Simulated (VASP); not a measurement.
# V (R-3m) in VASP: further runs, part 3 of 3

VASP 6.6.1. The steps go on from the part before.

### Step 6. Single point, PBEsol, collinear spin, typed start

This run uses another cell than the first one: it holds 3 atoms, not 1.

Input file INCAR:

```
SYSTEM = V
PREC     = Accurate       ! precision mode
ENCUT    = 520            ! plane-wave cutoff, eV
EDIFF    = 1E-6           ! SCF threshold, eV
ISMEAR   = 0              ! smearing method
SIGMA    = 0.1            ! smearing width, eV
LREAL    = .FALSE.        ! projectors in reciprocal space
LASPH    = .TRUE.         ! aspherical terms in the spheres
NELM     = 150            ! most SCF steps
ALGO     = Normal         ! electronic algorithm
ISIF     = 2              ! what is computed and relaxed
LWAVE    = .FALSE.        ! write WAVECAR
LCHARG   = .FALSE.        ! write CHGCAR
ISPIN    = 2              ! spin polarisation
MAGMOM   = 2 2 2          ! initial moments
LORBIT   = 11             ! projections on sites
LMAXMIX  = 4              ! l up to which the mixer works
GGA      = PS             ! functional
NBANDS   = 30             ! bands
```

Input file KPOINTS:

```
regular mesh
0
G
  6 6 4
  0 0 0
```

Input file POSCAR:

```
V
1.0
    3.5089318195      0.0000000000      0.0000000000
   -1.7544659098      3.0388240959      0.0000000000
    0.0000000000      0.0000000000      3.9810006102
V
3
Direct
    0.2254000000      0.0000000000      0.3333333333
    0.0000000000      0.2254000000      0.6666666667
    0.7746000000      0.7746000000      0.0000000000
```

Potentials or basis: VASP PAW PBE potentials, release 64 (V_sv).

Started as:

```
$ cat potpaw_PBE.64/V_sv/POTCAR > POTCAR
$ mpirun -np 1 vasp_std > vasp.out
```

OUTCAR:

```text
SYSTEM = V
   PREC = Accurate
   ENCUT = 520
   EDIFF = 1E-6
   ISMEAR = 0
   LREAL = .FALSE.
   LASPH = .TRUE.
   NELM = 150
   ISIF = 2
   ISPIN = 2
   LORBIT = 11
   GGA = PS

 ion  position               nearest neighbor table
   1  0.225  0.000  0.333-   3 1.91   2 1.91   3 2.76   3 2.76   2 2.76   2 2.76
   2  0.000  0.225  0.667-   3 1.91   1 1.91   3 2.76   3 2.76   1 2.76   1 2.76
   3  0.775  0.775  0.000-   1 1.91   2 1.91   2 2.76   1 2.76   1 2.76   2 2.76

  LATTYP: Found a hexagonal cell.
 ALAT       =     3.5089318195
 C/A-ratio  =     1.1345334749

  Lattice vectors:

 A1 = (   3.5089318195,   0.0000000000,   0.0000000000)
 A2 = (  -1.7544659098,   3.0388240959,   0.0000000000)
 A3 = (   0.0000000000,   0.0000000000,   3.9810006102)

Analysis of symmetry for initial positions (statically):
=====================================================================
 Subroutine PRICEL returns:
[... 1786 lines left out ...]
     29      14.4702      0.00000
     30      14.4702      0.00000

------------------------ aborting loop because EDIFF is reached ----------------------------------------

  FORCE on cell =-STRESS in cart. coord.  units (eV):
  Direction    XX          YY          ZZ          XY          YZ          ZX
  --------------------------------------------------------------------------------------
  -------------------------------------------------------------------------------------
  Total        4.3599309      4.3599309      7.0643801     -0.0000000     -0.0000000      0.0000000
  in kB      164.5574157    164.5574157    266.6317749     -0.0000000     -0.0000000      0.0000000
  external PRESSURE =     198.5822021 kB  Pullay stress =       0.0000000 kB

 VOLUME and BASIS-vectors are now :
 -----------------------------------------------------------------------------
  energy-cutoff  :      520.00
  volume of cell :       42.45
      direct lattice vectors                 reciprocal lattice vectors
     3.508931819  0.000000000  0.000000000     0.284987014  0.164537329  0.000000000
    -1.754465910  3.038824096  0.000000000     0.000000000  0.329074658  0.000000000
     0.000000000  0.000000000  3.981000610     0.000000000  0.000000000  0.251193129

 POSITION                                       TOTAL-FORCE (eV/Angst)
 -----------------------------------------------------------------------------------
      0.79091      0.00000      1.32700         4.914927     -0.000000      0.000000
     -0.39546      0.68495      2.65400        -2.457464      4.256452     -0.000000
      1.35901      2.35387      0.00000        -2.457464     -4.256452     -0.000000
 -----------------------------------------------------------------------------------
    total drift:                               -0.000000     -0.000001      0.000000

  FREE ENERGIE OF THE ION-ELECTRON SYSTEM (eV)
  ---------------------------------------------------
  free  energy   TOTEN  =       -23.9726911876 eV

  energy  without entropy=      -23.9556295640  energy(sigma->0) =      -23.96416038

 total charge

# of ion       s       p       d       tot
------------------------------------------
    1        2.315   6.166   3.736  12.218
    2        2.315   6.166   3.736  12.218
    3        2.315   6.166   3.736  12.218
--------------------------------------------------
tot          6.946  18.499  11.208  36.653

 magnetization (x)

# of ion       s       p       d       tot
------------------------------------------
    1        0.000   0.000   0.000   0.000
    2        0.000   0.000   0.000   0.000
    3        0.000   0.000   0.000   0.000
--------------------------------------------------
tot          0.000   0.000   0.000   0.000
```

OSZICAR:

```text
N       E                     dE             d eps       ncg     rms          rms(c)
DAV:   1     0.564281798706E+03    0.56428E+03   -0.22782E+04  2880   0.151E+03
DAV:   2    -0.354856573441E+01   -0.56783E+03   -0.55243E+03  2922   0.520E+02
DAV:   3    -0.232712206307E+02   -0.19723E+02   -0.19292E+02  3308   0.118E+02
DAV:   4    -0.235205823941E+02   -0.24936E+00   -0.24849E+00  2958   0.134E+01
DAV:   5    -0.235236995376E+02   -0.31171E-02   -0.31171E-02  3234   0.154E+00    0.442E+01
DAV:   6    -0.237549190472E+02   -0.23122E+00   -0.49889E+00  3080   0.179E+01    0.181E+01
DAV:   7    -0.238849098227E+02   -0.12999E+00   -0.91475E-01  3072   0.828E+00    0.125E+01
DAV:   8    -0.239618175143E+02   -0.76908E-01   -0.62247E-02  3042   0.238E+00    0.401E+00
DAV:   9    -0.239712142203E+02   -0.93967E-02   -0.25512E-02  3156   0.135E+00    0.105E+00
DAV:  10    -0.239725415476E+02   -0.13273E-02   -0.25275E-03  2928   0.533E-01    0.220E-01
DAV:  11    -0.239726870917E+02   -0.14554E-03   -0.56437E-04  3316   0.183E-01    0.965E-02
DAV:  12    -0.239726958089E+02   -0.87172E-05   -0.52039E-05  3024   0.573E-02    0.153E-02
DAV:  13    -0.239726926394E+02    0.31695E-05   -0.26249E-06  2392   0.210E-02    0.722E-03
DAV:  14    -0.239726915654E+02    0.10740E-05   -0.46794E-07  1476   0.679E-03    0.275E-03
DAV:  15    -0.239726911876E+02    0.37784E-06   -0.80697E-08  1476   0.302E-03
   1 F= -.23972691E+02 E0= -.23964160E+02  d E =-.170616E-01  mag=     0.0000
```

stdout:

```text
POSCAR found type information on POSCAR V
 POSCAR found :  1 types and       3 ions
 scaLAPACK will be used
 -----------------------------------------------------------------------------
|                                                                             |
|                                                                             |
|     You enforced a specific xc type in the INCAR file but a different       |
|     I HOPE YOU KNOW WHAT YOU ARE DOING!                                     |
|                                                                             |
 -----------------------------------------------------------------------------

 LDA part: xc-table for (Slater+PW92), standard interpolation
 POSCAR, INCAR and KPOINTS ok, starting setup
 FFT: planning ... GRIDC
 FFT: planning ... GRID_SOFT
 FFT: planning ... GRID
 WAVECAR not read
 entering main loop
```

Run time: 54 s. Hardware: 1 thread of Intel Xeon Platinum 8488C (Sapphire Rapids), shared host; peak memory 0.19 GiB.

Results:

| Property | Result |
| --- | --- |
| Free energy | -23.9727 eV |
| Pressure | 19.9 GPa |
| Largest force | 4.915 eV/Å |
| Band gap on the k mesh | none (metal or under the smearing width) |
| Net moment | 0.00 μB per cell |
| Valence electrons inside the program's atomic spheres | V 12.22 |

Forces in eV/Å, atoms in the order of the input:
```
V    4.915  0.000  0.000
V   -2.457  4.256  0.000
V   -2.457 -4.256  0.000
```

Caveat: the k mesh is coarse (spacing up to 0.39 Å⁻¹), so the values aren't converged; so large a pressure means that the cell lies far from this level's equilibrium, or that cutoff or potentials fall short; the potentials were made for another functional, which shifts forces and pressure.

### Step 7. The runs side by side

```tsv
task	spin	cell	k mesh	cutoff (eV)	mesh quality	gap on the mesh (eV)	pressure (GPa)	relaxed volume (Å³/atom)	largest force (eV/Å)
single point	off	R-3m, 12.94 Å³/atom	9 × 9 × 9	520	not flagged	none	0.0	-	-
relaxation of cell and atoms	off	relaxed	9 × 9 × 9	600	not flagged	none	-0.4	12.96	-
single point	off	R-3m, 12.95 Å³/atom	6 × 6 × 4	520	coarse	none	0.2	-	-
relaxation of cell and atoms	off	relaxed	6 × 6 × 4	600	coarse	none	0.3	12.92	0.01
single point	collinear, typed start	P3_121, 14.15 Å³/atom	6 × 6 × 4	520	coarse	none	19.9	-	4.91
```

Alike in all rows: level PBEsol; potentials or basis VASP PAW PBE potentials, release 64 (V_sv); smearing gaussian 0.1 eV.

Caveats: some runs use coarse meshes; the PAW data sets were made with another functional, which shifts forces and pressure a little (some runs); so large a pressure means that the cell lies far from this level's equilibrium, or that cutoff or potentials fall short (some runs); the potentials were made for another functional, which shifts forces and pressure (some runs).

Absolute energies hang on the potentials; compare differences alone.
